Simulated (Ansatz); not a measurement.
TaN (Fm-3m), a vibration from a frozen displacement

These are results of DFT PBE, scalar-relativistic, plane waves, PAW (Ansatz), not measurements. The runs took a 420 eV cutoff, a Γ-centred 18×18×18 mesh and Gaussian smearing (0.15 eV). Spin–orbit coupling is left out, which matters for the heavy elements here. No spin polarisation. Energies are free energies at this smearing, counted from the undisturbed cell; pressure is positive in compression.

Zero of the scan (as given, not relaxed at this level; it stands at 14.6 GPa; this rock-salt form isn't the usual structure):

```yaml
crystal:
  lattice:
    - [0.00000, 2.17900, 2.17900]
    - [2.17900, 0.00000, 2.17900]
    - [2.17900, 2.17900, 0.00000]
  atoms:
    - { symbol: Ta, position: [0.50000, 0.50000, 0.50000] }
    - { symbol: N, position: [0.00000, 0.00000, 0.00000] }
```

Every N atom is moved by x along the Cartesian unit vector (0.000, 0.000, -1.000); the cell and all other atoms stay fixed. The cell's volume is 20.69 Å³; the moved atoms weigh 14.007 u together and the others 180.948 u. Some rows repeat others by symmetry and weren't run.

| x (Å) | ΔE (meV/cell) | total force on the moved atoms along the move (eV/Å) | pressure (GPa) |
| --- | --- | --- | --- |
| -0.1000 | 47.02 | 0.9785 | 16.3839 |
| -0.0875 | 35.65 | 0.8408 | 15.9545 |
| -0.0750 | 25.97 | 0.7092 | 15.5840 |
| -0.0625 | 17.90 | 0.5826 | 15.2712 |
| -0.0500 | 11.39 | 0.4604 | 15.0157 |
| -0.0375 | 6.38 | 0.3420 | 14.8172 |
| -0.0250 | 2.82 | 0.2265 | 14.6756 |
| -0.0125 | 0.70 | 0.1128 | 14.5906 |
| 0.0000 | 0.00 | 0.0000 | 14.5623 |
| 0.0125 | 0.70 | -0.1128 | 14.5906 |
| 0.0250 | 2.82 | -0.2265 | 14.6756 |
| 0.0375 | 6.38 | -0.3420 | 14.8172 |
| 0.0500 | 11.39 | -0.4604 | 15.0157 |
| 0.0625 | 17.90 | -0.5826 | 15.2712 |
| 0.0750 | 25.97 | -0.7092 | 15.5840 |
| 0.0875 | 35.65 | -0.8408 | 15.9545 |
| 0.1000 | 47.02 | -0.9785 | 16.3839 |

**Question.** What frequency belongs to this motion?

**Answer.** The force constant is k = −dF/dx = 9.024 eV/Å², from the parabola through x = -0.0125, 0 and 0.0125. In every cell the moved atoms swing against the rest, so the mass is μ = m₁m₂/(m₁ + m₂) = 13.001 u, and ν̃ = 521.5 cm⁻¹ × √(|k|/μ) = 434 cm⁻¹, at this cell's pressure of 14.6 GPa. To first order in x, and within 1 %, the force on every atom lies along the move and, within each of the two groups, in proportion to the atom's mass, so this is itself a mode at the zone centre of this cell.

**Question.** How far does the harmonic law reach?

**Answer.** At x = -0.100 Å, kx²/2 = 45.12 meV against the computed 47.02 meV (+4.2 %): the well is still close to harmonic there.

**Question.** The pressure changes with x². What does that say about the frequency under compression?

**Answer.** With E = k(V)x²/2, k ∝ V^(−2γ) and x scaling with the cell as V^(1/3), P − P0 = −∂E/∂V = (2γ − 2/3) ΔE/V. At x = 0.0250 Å, V(P − P0) = 20.69 × 0.11322 / 160.2 eV = 14.62 meV and ΔE = 2.82 meV, so γ = 1/3 + V(P − P0)/(2ΔE) = 2.92. This is the Grüneisen parameter of the motion under uniform scaling of the cell: shrinking the cell evenly by 1 % in volume raises the frequency by about 2.92 %.

In a metal these slopes depend on the k mesh and the smearing.

The nitrogen sublattice sits in a true minimum against this rigid shift relative to tantalum, with a zone-centre optical frequency of 434 cm⁻¹. The restoring force comes from the stiff Ta d–N p bonds and the short-range repulsion between the ions, while the light nitrogen carries most of the motion. Inversion symmetry removes the cubic term, so the slight hardening at large displacement is of even order. It probably reflects repulsion from the tantalum atom being approached, which rises faster than the opposite contact weakens.

The same steep dependence on bond length explains the positive Grüneisen parameter of 2.92, and it implies that the mode would soften if the cell were expanded to zero pressure. Because conduction electrons screen the long-range dipole field, the longitudinal and transverse branches should meet at the zone centre, unlike in a polar insulator. A stable optical mode here doesn't establish dynamical stability of the rock-salt form, since acoustic branches away from the zone centre could still be soft or imaginary.
